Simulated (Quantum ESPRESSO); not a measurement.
# Pb (Fd-3m) in Quantum ESPRESSO: settings compared

One crystal, Pb, is run at these levels: PBEsol, PBEsol+D3, PBEsol+D3(BJ); tasks: relaxation of cell and atoms.

Everything below comes from runs of Quantum ESPRESSO 7.5. Logs are shortened: lines on timing, memory, paths and dates and some standing lists are left out, and cuts for length are marked.

## (1) The structure

Symmetry: Fd-3m, No. 227, cubic system. Conventional cell: a = 6.878 Å, b = 6.878 Å, c = 6.878 Å, α = 90.00°, β = 90.00°, γ = 90.00°. Pb (site symmetry -43m) has 4 Pb at 2.98 Å as nearest neighbours.

This isn't the form of Pb at room conditions, which is fcc.

## (2) Relaxation of cell and atoms, PBEsol

run.py reads:

```python
import numpy as np
from ase.calculators.espresso import Espresso, EspressoProfile
from ase.io import read

atoms = read('Pb.cif')

input_data = {
    'control': {'calculation': 'scf', 'prefix': 'pwscf', 'outdir': './tmp', 'tprnfor': True, 'tstress': True, 'disk_io': 'low'},
    'system': {'ecutwfc': 45.0, 'ecutrho': 360.0, 'nbnd': 21, 'occupations': 'smearing', 'smearing': 'fd', 'degauss': 0.00367493},
    'electrons': {'conv_thr': 4e-10, 'electron_maxstep': 120, 'mixing_beta': 0.5},
}
pseudopotentials = {'Pb': 'pb_pbesol_v1.uspp.F.UPF'}
profile = EspressoProfile(command='mpirun -n 2 pw.x -nk 2', pseudo_dir='pseudo')
dft = Espresso(profile=profile, input_data=input_data, pseudopotentials=pseudopotentials, kpts=(7, 7, 7), koffset=(0, 0, 0))
atoms.calc = dft

from ase.optimize import BFGS
from ase.filters import FrechetCellFilter
done = BFGS(FrechetCellFilter(atoms), trajectory='opt.traj').run(fmax=0.02, steps=30)
print('converged', done)
print('cell (A)', np.round(atoms.cell.cellpar(), 5))
print(f'energy {atoms.get_potential_energy():.8f} eV')
print('forces (eV/A)')
print(np.round(atoms.get_forces(), 6))
print('stress (eV/A^3, Voigt)')
print(np.round(atoms.get_stress(), 8))
print(f'Fermi level {dft.get_fermi_level():.4f} eV')
```

Pb.cif reads:

```cif
data_Pb
_cell_length_a 4.86348052
_cell_length_b 4.86348052
_cell_length_c 4.86348052
_cell_angle_alpha 60.00000000
_cell_angle_beta 60.00000000
_cell_angle_gamma 60.00000000
_space_group_name_H-M_alt 'P1'
_space_group_name_Hall 'P 1'
_space_group_IT_number 1
loop_
_space_group_symop_operation_xyz
'x,y,z'
loop_
_atom_site_label
_atom_site_type_symbol
_atom_site_symmetry_multiplicity
_atom_site_Wyckoff_symbol
_atom_site_fract_x
_atom_site_fract_y
_atom_site_fract_z
_atom_site_occupancy
Pb1 Pb 1 a 0.2500000000 0.2500000000 0.2500000000 1
Pb2 Pb 1 a 0.0000000000 0.0000000000 0.0000000000 1
```

Potentials or basis: GBRV 1.5 PBEsol.

Run with:

```
OMP_NUM_THREADS=1 python run.py
```

Standard output:

```text
Step          Energy          fmax
BFGS:    0    -4459.006201        0.071849
BFGS:    1    -4459.006446        0.059654
BFGS:    2    -4459.007154        0.000528
converged True
cell (A) [ 4.87818  4.87818  4.87818 60.00003 60.00003 60.     ]
energy -4459.00715398 eV
forces (eV/A)
[[ 0.0e+00  0.0e+00  3.7e-05]
 [ 0.0e+00  0.0e+00 -3.7e-05]]
stress (eV/A^3, Voigt)
[ 1.285e-05  1.285e-05  1.285e-05 -0.000e+00 -0.000e+00 -0.000e+00]
Fermi level 7.0382 eV
```

espresso.pwi:

```text
&CONTROL
   calculation      = 'scf'
   tstress          = .true.
   tprnfor          = .true.
   outdir           = './tmp'
   prefix           = 'pwscf'
   disk_io          = 'low'
   pseudo_dir       = 'pseudo'
/
&SYSTEM
   nbnd             = 21
   ecutwfc          = 45.0
   ecutrho          = 360.0
   occupations      = 'smearing'
   degauss          = 0.00367493
   smearing         = 'fd'
   ntyp             = 1
   nat              = 2
   ibrav            = 0
/
&ELECTRONS
   electron_maxstep = 120
   conv_thr         = 4e-10
   mixing_beta      = 0.5
/
&IONS
/
&CELL
/
&FCP
/
&RISM
/
ATOMIC_SPECIES
Pb 207.2 pb_pbesol_v1.uspp.F.UPF

K_POINTS automatic
7 7 7  0 0 0

CELL_PARAMETERS angstrom
4.87817642903736 -0.00000000000000 -0.00000000000000
2.43908821451868 4.22462471168881 -0.00000000000000
2.43908821451868 1.40820823722961 3.98302063216570

ATOMIC_POSITIONS angstrom
Pb 2.4390882145 1.4082082372 0.9957560648  
Pb -0.0000000000 -0.0000000000 -0.0000009068
```

espresso.pwo:

```text
This program is part of the open-source Quantum ESPRESSO suite
     for quantum simulation of materials; please cite
         "P. Giannozzi et al., J. Phys.:Condens. Matter 21 395502 (2009);
         "P. Giannozzi et al., J. Phys.:Condens. Matter 29 465901 (2017);
         "P. Giannozzi et al., J. Chem. Phys. 152 154105 (2020);
     in publications or presentations arising from this work. More details at

Warning: card &CELL ignored
Warning: card &FCP ignored
Warning: card &RISM ignored

     Message from routine setup:
[... 7 lines left out ...]
     --------------------
     sticks:   dense  smooth     PW     G-vecs:    dense   smooth      PW
     Sum        2107    1045    313                64023    22419    3695

     Using Slab Decomposition

     bravais-lattice index     =            0
     lattice parameter (alat)  =       9.2184  a.u.
     unit-cell volume          =     553.9299 (a.u.)^3
     number of atoms/cell      =            2
     number of atomic types    =            1
     number of electrons       =        28.00
     number of Kohn-Sham states=           21
     kinetic-energy cutoff     =      45.0000  Ry
     charge density cutoff     =     360.0000  Ry
     scf convergence threshold =      4.0E-10
     mixing beta               =       0.5000
     number of iterations used =            8  plain     mixing
     Exchange-correlation= SLA  PW   PSX  PSC
                           (   1   4  10   8   0   0   0)

     celldm(1)=   9.218417  celldm(2)=   0.000000  celldm(3)=   0.000000
     celldm(4)=   0.000000  celldm(5)=   0.000000  celldm(6)=   0.000000

     crystal axes: (cart. coord. in units of alat)
               a(1) = (   1.000000  -0.000000  -0.000000 )
               a(2) = (   0.500000   0.866025  -0.000000 )
               a(3) = (   0.500000   0.288675   0.816498 )

     reciprocal axes: (cart. coord. in units 2 pi/alat)
               b(1) = (  1.000000 -0.577350 -0.408248 )
               b(2) = (  0.000000  1.154701 -0.408248 )
               b(3) = (  0.000000  0.000000  1.224743 )

     PseudoPot. # 1 for Pb read from file:
     pb_pbesol_v1.uspp.F.UPF
     Pseudo is Ultrasoft + core correction, Zval = 14.0
     Generated by new atomic code, or converted to UPF format
     Using radial grid of  899 points,  6 beta functions with:
                l(1) =   0
                l(2) =   0
                l(3) =   1
                l(4) =   1
                l(5) =   2
                l(6) =   2
     Q(r) pseudized with  6 coefficients,  rinner =    1.000   1.000   1.000
                                                       1.000   1.000

     atomic species   valence    mass     pseudopotential
     Pb               14.00   207.20000     Pb( 1.00)

     12 Sym. Ops., with inversion, found ( 6 have fractional translation)

   Cartesian axes

     site n.     atom                  positions (alat units)
         1        Pb     tau(   1) = (   0.5000000   0.2886751   0.2041247  )
         2        Pb     tau(   2) = (  -0.0000000  -0.0000000  -0.0000002  )

     number of k points=    44  Fermi-Dirac smearing, width (Ry)=  0.0037
                       cart. coord. in units 2pi/alat
        k(    1) = (   0.0000000   0.0000000   0.0000000), wk =   0.0058309
        k(    2) = (   0.0000000   0.0000000   0.1749633), wk =   0.0116618
        k(    3) = (   0.0000000   0.0000000   0.3499266), wk =   0.0116618
        k(    4) = (   0.0000000   0.0000000   0.5248898), wk =   0.0116618
        k(    5) = (   0.0000000   0.1649572  -0.0583211), wk =   0.0349854
        k(    6) = (   0.0000000   0.1649572   0.1166422), wk =   0.0349854
[... 36 lines left out ...]
        k(   43) = (   0.2857143  -0.6598289   0.4082476), wk =   0.0349854
        k(   44) = (   0.2857143  -0.6598289  -0.2916055), wk =   0.0699708

     Dense  grid:    64023 G-vectors     FFT dimensions: (  60,  60,  60)

     Smooth grid:    22419 G-vectors     FFT dimensions: (  40,  40,  40)

     Check: negative core charge=   -0.000002

     Initial potential from superposition of free atoms

     starting charge      27.9958, renormalised to      28.0000

     negative rho (up, down):  3.189E-02 0.000E+00
     Starting wfcs are   18 randomized atomic wfcs +    3 random wfcs

     Self-consistent Calculation

     iteration #  1     ecut=    45.00 Ry     beta= 0.50
     Davidson diagonalization with overlap
     ethr =  1.00E-02,  avg # of iterations =  5.5

     Threshold (ethr) on eigenvalues was too large:
     Diagonalizing with lowered threshold

     Davidson diagonalization with overlap
     ethr =  4.71E-05,  avg # of iterations =  3.8

     negative rho (up, down):  3.282E-02 0.000E+00

     total energy              =    -327.73070787 Ry
     estimated scf accuracy    <       0.01323511 Ry

     iteration #  2     ecut=    45.00 Ry     beta= 0.50
     Davidson diagonalization with overlap
     ethr =  4.73E-05,  avg # of iterations =  1.0

     negative rho (up, down):  3.376E-02 0.000E+00

     total energy              =    -327.73083757 Ry
     estimated scf accuracy    <       0.00230992 Ry

     iteration #  3     ecut=    45.00 Ry     beta= 0.50
     Davidson diagonalization with overlap
     ethr =  8.25E-06,  avg # of iterations =  1.5

     negative rho (up, down):  3.396E-02 0.000E+00

     total energy              =    -327.73096556 Ry
     estimated scf accuracy    <       0.00004597 Ry

     iteration #  4     ecut=    45.00 Ry     beta= 0.50
     Davidson diagonalization with overlap
     c_bands:  1 eigenvalues not converged
     c_bands:  1 eigenvalues not converged
     c_bands:  1 eigenvalues not converged
     ethr =  1.64E-07,  avg # of iterations =  9.6
[... 22 lines left out ...]
     total energy              =    -327.73100958 Ry
     estimated scf accuracy    <          6.8E-09 Ry

     iteration #  7     ecut=    45.00 Ry     beta= 0.50
     Davidson diagonalization with overlap
     c_bands:  2 eigenvalues not converged
     ethr =  2.42E-11,  avg # of iterations =  8.0

     negative rho (up, down):  3.402E-02 0.000E+00

     total energy              =    -327.73100963 Ry
     estimated scf accuracy    <          6.3E-10 Ry

     iteration #  8     ecut=    45.00 Ry     beta= 0.50
     Davidson diagonalization with overlap
     c_bands:  1 eigenvalues not converged
     ethr =  2.25E-12,  avg # of iterations =  6.5

     negative rho (up, down):  3.402E-02 0.000E+00

     End of self-consistent calculation

          k = 0.0000 0.0000 0.0000 (  2741 PWs)   bands (ev):

   -10.0941 -10.0941 -10.0941 -10.0183 -10.0183  -9.5962  -9.5962  -9.5962
    -9.5735  -9.5735  -4.0636   3.0373   7.4361   7.4361   7.4361   9.4396
     9.4396   9.4396  11.0375  14.8261  14.8263

          k = 0.0000 0.0000 0.1750 (  2806 PWs)   bands (ev):

   -10.1122 -10.1122 -10.0896  -9.9921  -9.9921  -9.6273  -9.6273  -9.6078
    -9.5471  -9.5471  -3.8919   2.4410   7.0530   7.1137   7.1137   9.8111
     9.8401   9.8401  12.1583  14.2351  14.2351

          k = 0.0000 0.0000 0.3499 (  2827 PWs)   bands (ev):

   -10.1325 -10.1325 -10.0789  -9.9558  -9.9558  -9.6576  -9.6576  -9.6339
    -9.5246  -9.5246  -3.4153   1.1929   6.4315   6.6266   6.6266  10.3718
    10.3718  11.2499  12.7486  14.2131  14.2131

          k = 0.0000 0.0000 0.5249 (  2839 PWs)   bands (ev):

   -10.1408 -10.1408 -10.0698  -9.9382  -9.9382  -9.6700  -9.6700  -9.6553
    -9.5152  -9.5152  -2.8461   0.1163   6.0872   6.3388   6.3388  10.5363
    10.5363  12.4515  13.2999  14.8237  15.1056

          k = 0.0000 0.1650-0.0583 (  2806 PWs)   bands (ev):

   -10.1122 -10.1122 -10.0896  -9.9921  -9.9921  -9.6273  -9.6273  -9.6078
    -9.5471  -9.5471  -3.8919   2.4410   7.0530   7.1137   7.1137   9.8111
     9.8401   9.8401  12.1583  14.2351  14.2357
[... 183 lines left out ...]
   -10.1819 -10.1628 -10.0054  -9.8963  -9.8536  -9.7969  -9.7153  -9.6844
    -9.4868  -9.4678  -2.3966  -0.3560   4.5270   5.5814   8.4563   9.9887
    11.2849  12.2022  13.9118  14.7999  14.8215

          k = 0.1429-0.5774 0.1166 (  2831 PWs)   bands (ev):

   -10.1681 -10.1504 -10.0330  -9.9196  -9.9075  -9.7133  -9.7004  -9.6731
    -9.5014  -9.4858  -2.5890  -0.1868   4.9197   6.0973   7.5149  10.2936
    11.0093  12.6771  13.8738  14.2676  14.8244

          k = 0.1429-0.5774 0.4666 (  2820 PWs)   bands (ev):

   -10.1819 -10.1628 -10.0054  -9.8963  -9.8536  -9.7969  -9.7153  -9.6844
    -9.4868  -9.4678  -2.3966  -0.3560   4.5270   5.5814   8.4563   9.9887
    11.2849  12.2022  13.9118  14.8003  14.8234

          k = 0.1429-0.5774 0.6415 (  2832 PWs)   bands (ev):

   -10.1757 -10.1729  -9.9957  -9.9012  -9.8480  -9.7747  -9.7498  -9.6859
    -9.4744  -9.4718  -2.0091  -0.8035   4.7058   5.0153   8.8130   8.8130
    11.7527  13.0603  14.8144  14.8165  14.9619

          k = 0.1429-0.5774-0.4082 (  2836 PWs)   bands (ev):

   -10.1779 -10.1612  -9.9952  -9.9504  -9.8022  -9.7898  -9.7320  -9.6884
    -9.4846  -9.4681  -1.5634  -1.3014   4.6779   5.1976   7.9127   8.7479
    13.0677  13.6031  14.3046  14.8219  14.8354

          k = 0.2857-0.6598 0.0583 (  2828 PWs)   bands (ev):

   -10.1897 -10.1592 -10.0053  -9.8547  -9.8486  -9.8228  -9.7454  -9.6787
    -9.4887  -9.4577  -2.1281  -0.6782   4.3837   5.5672   8.0224  10.3212
    11.6985  12.3068  13.7474  14.8224  15.1906

          k = 0.2857-0.6598 0.2333 (  2820 PWs)   bands (ev):

   -10.1819 -10.1628 -10.0054  -9.8963  -9.8536  -9.7969  -9.7153  -9.6844
    -9.4868  -9.4678  -2.3966  -0.3560   4.5270   5.5814   8.4563   9.9887
    11.2849  12.2022  13.9118  14.8000  14.8214

          k = 0.2857-0.6598 0.4082 (  2818 PWs)   bands (ev):

   -10.1847 -10.1604 -10.0028  -9.9045  -9.8591  -9.7532  -9.7510  -9.6825
    -9.4871  -9.4663  -2.4966  -0.2172   4.3711   5.9838   8.0094  11.1088
    11.2498  11.5098  13.5911  14.0460  14.8204

          k = 0.2857-0.6598-0.2916 (  2824 PWs)   bands (ev):

   -10.1912 -10.1741  -9.9638  -9.8719  -9.8351  -9.7924  -9.7814  -9.7132
    -9.4722  -9.4548  -1.8051  -1.0224   4.3721   5.0724   8.8506  10.2766
    11.3939  11.6877  14.4165  14.8220  14.8244

     the Fermi energy is     7.0382 ev

!    total energy              =    -327.73100964 Ry
     estimated scf accuracy    <          2.9E-11 Ry
     smearing contrib. (-TS)   =      -0.00045005 Ry
     internal energy E=F+TS    =    -327.73055959 Ry

     The total energy is F=E-TS. E is the sum of the following terms:
     one-electron contribution =    -113.94287392 Ry
     hartree contribution      =      74.26446164 Ry
     xc contribution           =    -126.07820037 Ry
     ewald contribution        =    -161.97394695 Ry

     convergence has been achieved in   8 iterations

     negative rho (up, down):  3.402E-02 0.000E+00

     Forces acting on atoms (cartesian axes, Ry/au):

     atom    1 type  1   force =     0.00000000    0.00000000    0.00000142
     atom    2 type  1   force =     0.00000000    0.00000000   -0.00000142

     Total force =     0.000002     Total SCF correction =     0.000004
     SCF correction compared to forces is large: reduce conv_thr to get better values

     Computing stress (Cartesian axis) and pressure

     negative rho (up, down):  3.402E-02 0.000E+00
          total   stress  (Ry/bohr**3)                   (kbar)     P=       -0.02
  -0.00000014   0.00000000   0.00000000           -0.02        0.00        0.00
   0.00000000  -0.00000014   0.00000000            0.00       -0.02        0.00
   0.00000000   0.00000000  -0.00000014            0.00        0.00       -0.02

=------------------------------------------------------------------------------=
   JOB DONE.
=------------------------------------------------------------------------------=
```

Run time: 2.4 min. Hardware: 2 MPI ranks of Arm Neoverse N1, shared host; peak memory 0.38 GiB.

Results:

* Free energy: -4459.0075 eV
* Relaxed volume: 41.04 Å³/atom
* Relaxed cell: a = 4.878 Å, b = 4.878 Å, c = 4.878 Å, α = 60.00°, β = 60.00°, γ = 60.00°
* Space group after relaxing (to 0.05 Å): Fd-3m (No. 227)
* Energy gained by relaxing: 0.5 meV/atom
* Ionic steps: 3
* Pressure after relaxing: 0.0 GPa
* Band gap on the k mesh: none (metal or under the smearing width)

Step by step:
```csv
step,energy change (eV),largest force (eV/Å),pressure (GPa),volume (Å³)
1,0.0000,0.0000,0.28,81.34
2,-0.0002,0.0000,0.23,81.47
3,-0.0010,0.0000,0.00,82.08
```

Final structure:
```
CELL_PARAMETERS angstrom
4.87818 0.00000 0.00000
2.43909 4.22462 0.00000
2.43909 1.40821 3.98302
ATOMIC_POSITIONS crystal
Pb 0.25000 0.25000 0.25000
Pb 0.00000 0.00000 0.00000
```

Levels at points of the mesh, in eV from the Fermi level:
```
           k point  band 12  band 13  band 14  band 15  band 16  band 17
(0.00, 0.00, 0.00)    -4.00     0.40     0.40     0.40     2.40     2.40
```

The run has no spin-orbit coupling, so splittings on Pb are missing.

## (3) Relaxation of cell and atoms, PBEsol+D3

Edit run.py of step 2 so:

```diff
@@ -8,3 +8,3 @@
     'control': {'calculation': 'scf', 'prefix': 'pwscf', 'outdir': './tmp', 'tprnfor': True, 'tstress': True, 'disk_io': 'low'},
-    'system': {'ecutwfc': 45.0, 'ecutrho': 360.0, 'nbnd': 21, 'occupations': 'smearing', 'smearing': 'fd', 'degauss': 0.00367493},
+    'system': {'ecutwfc': 45.0, 'ecutrho': 360.0, 'nbnd': 21, 'occupations': 'smearing', 'smearing': 'fd', 'degauss': 0.00367493, 'vdw_corr': 'grimme-d3', 'dftd3_version': 3},
     'electrons': {'conv_thr': 4e-10, 'electron_maxstep': 120, 'mixing_beta': 0.5},
```

Pb.cif is that of step 2.

Potentials or basis: GBRV 1.5 PBEsol.

Run with:

```
OMP_NUM_THREADS=1 python run.py
```

Run time: 2.4 min. Hardware: 2 MPI ranks of Arm Neoverse N1, shared host; peak memory 0.38 GiB.

The run converged. Its results:

```yaml
Free_energy: -4459.3586 eV
Relaxed_volume: 40.13 Å³/atom
Relaxed_cell: a = 4.842 Å, b = 4.842 Å, c = 4.842 Å, α = 60.00°, β = 60.00°, γ = 60.00°
Space_group_after_relaxing_to_0.05_Å: Fd-3m (No. 227)
Energy_gained_by_relaxing: 0.5 meV/atom
Ionic_steps: 3
Pressure_after_relaxing: 0.0 GPa
Band_gap_on_the_k_mesh: none (metal or under the smearing width)
```

The path:
| step | energy change (eV) | largest force (eV/Å) | pressure (GPa) | volume (Å³) |
| --- | --- | --- | --- | --- |
| 1 | 0.0000 | 0.0000 | -0.43 | 81.34 |
| 2 | -0.0004 | 0.0000 | -0.36 | 81.15 |
| 3 | -0.0009 | 0.0000 | 0.01 | 80.26 |

Final structure:
```
Pb
1.0
     4.84184    0.00000    0.00000
     2.42092    4.19316    0.00000
     2.42092    1.39772    3.95335
Pb
2
Direct
  0.25000 0.25000 0.25000
  0.00000 0.00000 0.00000
```

Levels at points of the mesh, in eV from the Fermi level:
| k point | band 10 | band 11 | band 12 | band 13 | band 14 | band 15 | band 16 | band 17 | band 18 | band 19 |
| --- | --- | --- | --- | --- | --- | --- | --- | --- | --- | --- |
| (0.00, 0.00, 0.00) | -16.62 | -11.23 | -3.88 | 0.41 | 0.41 | 0.41 | 2.42 | 2.42 | 2.42 | 4.01 |

Caveat: pairwise dispersion overbinds metals, which lowers pressure and volume. Spin-orbit coupling is left out, which matters for the levels of Pb.

(Continued in part 2 of 2.)
